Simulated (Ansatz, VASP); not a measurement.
# Two plane-wave programs on B

```xyz
8
Lattice="4.4947 0.0000 0.0000 0.0000 4.4947 0.0000 0.0000 0.0000 3.2398" Properties=species:S:1:pos:R:3 pbc="T T T"
B     0.3373    1.3357    0.8310
B     4.1574    3.1590    2.4509
B     3.1590    0.3373    0.0210
B     1.3357    4.1574    1.6409
B     1.3357    0.3373    3.2188
B     3.1590    4.1574    1.5989
B     4.1574    1.3357    2.4089
B     0.3373    3.1590    0.7890
```

Alike in both runs: functional PBE; k mesh 8 × 8 × 12; occupations gaussian, width 0.1 eV; no spin polarisation.

Ansatz relaxed the structure, and its values are those at the end. VASP's run is a single point on that final structure, the one shown.

|  | VASP | Ansatz |
| --- | --- | --- |
| version | VASP 6.6.1 | Ansatz 0.2.0 |
| potentials or method | VASP PAW PBE potentials, release 64 (B) | scalar-relativistic, plane waves, PAW |
| plane-wave cutoff (eV) | 520 | 420 |
| valence electrons in the cell | 24 | 24 |

```tsv
	VASP	Ansatz	Ansatz less VASP
gap on the k mesh at the Fermi level (eV)	none	none	-
pressure (GPa)	0.0	0.0	+0.01
rms of the force components (eV/Å)	0.005	0.000	-0.0051
```

A gap of «none» marks a metal or a gap that the smearing closes. The functional is the same, so the differences come from potentials, cutoffs and numerics.
